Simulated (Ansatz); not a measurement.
**From barrier to diffusion: H in Ti**

All numbers below come from DFT PBEsol, scalar-relativistic, plane waves, PAW in Ansatz 0.2.0. Run with 420 eV cutoff, 4×4×4 k-mesh, shifted by half a step, Gaussian smearing of 0.10 eV, no spin polarisation.

Host crystal, relaxed:

```
Ti
1.0
     2.90044    0.00000    0.00000
    -1.45022    2.51185    0.00000
     0.00000    0.00000    4.59099
Ti
2
Direct
  0.33333 0.66667 0.25000
  0.66667 0.33333 0.75000
```

In a supercell of 18 host sites, interstitial H hops to an equivalent place, moving 2.90 Å. Climbing-image nudged elastic band at fixed cell; the order of the saddle wasn't checked, and the small cell leaves errors of about a tenth of an eV. Zero-point motion and tunnelling, which matter for H, are left out.

```csv
image,path (Å),E − E(0) (eV)
0,0.00,0.000
1,0.51,0.248
2,1.01,0.498
3,1.67,0.146
4,2.33,0.371
5,2.99,0.368
6,3.65,0.000
```

Q: What are the barriers forward and back, and what attempt frequency does the shape suggest?

A: Forward 0.50 eV, back 0.50 eV, the ends being level. For a sinusoidal profile E_b sin²(πx/l), with the H atom alone moving, ν = (1/l)√(E_b/2m) = 1.7×10¹³ s⁻¹, within an order of magnitude of the customary 10¹³ s⁻¹; a true prefactor needs the vibrations at the minimum and at the saddle.

Q: With ν = 10¹³ s⁻¹, give the forward jump rate along this one path, the wait 1/k for that jump, the diffusivity D ≈ l²k and the distance √(Dt) covered in an hour at 300, 600 and 1000 K, taking the host as solid throughout.

A: k = ν exp(−E_b/k_BT):
| T (K) | k (1/s) | wait (s) | D (cm²/s) | √(Dt) in 1 h (nm) |
| --- | --- | --- | --- | --- |
| 300 | 4.3×10⁴ | 2.3×10⁻⁵ | 3.6×10⁻¹¹ | 3616 |
| 600 | 6.6×10⁸ | 1.5×10⁻⁹ | 5.5×10⁻⁷ | 4.5×10⁵ |
| 1000 | 3.1×10¹⁰ | 3.2×10⁻¹¹ | 2.6×10⁻⁵ | 3.1×10⁶ |

D = l²k holds for six equivalent jumps in three dimensions (z l²k/6) and is a scale otherwise. Long-range transport needs a connected net of such jumps, and traps slow it. D is that of an interstitial already there. An error of 0.1 eV in the barrier changes k by a factor of 48 at 300 K and 3.2 at 1000 K.

Cost: 1 run of about 100 core-minutes, on Intel Xeon Platinum 8488C (Sapphire Rapids) (shared hosts).